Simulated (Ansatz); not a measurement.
**CsPbCl3: changing the functional**

```xyz
5
Lattice="5.6050 0.0000 0.0000 0.0000 5.6050 0.0000 0.0000 0.0000 5.6050" Properties=species:S:1:pos:R:3 pbc="T T T"
Pb    2.8025    2.8025    2.8025
Cs    0.0000    0.0000    0.0000
Cl    2.8025    0.0000    2.8025
Cl    0.0000    2.8025    2.8025
Cl    2.8025    2.8025    0.0000
```

The cell comes from a database or a generator and needn't be the form met in nature.

Kept alike: task band structure; k mesh 5 × 5 × 5; occupations fermi-dirac, width 0.05 eV; no spin polarisation. Program: Ansatz, all-electron LAPW, scalar-relativistic. The mesh is that of the run's cell of 5 atoms. No spin-orbit coupling.

| run | band gap (eV) | pressure (GPa) |
| --- | --- | --- |
| A | 1.738 | -1.24 |
| B | 1.800 | 0.15 |
| C | 1.931 | 1.74 |

Pressure is positive in compression. Spin-orbit coupling, left out here, moves the band edges of heavy atoms and can close or invert small gaps. Gaps are the smaller of the mesh's and the band path's.

Problem. The runs differ in the functional alone: LDA; PBE; PBEsol. Which run is which?

Solution. Run A is LDA; run B is PBEsol; run C is PBE. The band gap runs from 1.738 (LDA) to 1.931 eV (PBE). From PBE: LDA -0.193; PBEsol -0.131. The pressure runs from -1.24 (LDA) to 1.74 GPa (PBE). From PBE: LDA -2.98; PBEsol -1.59. A positive pressure means that the functional's own cell is larger than the one given, a negative one that it is smaller.
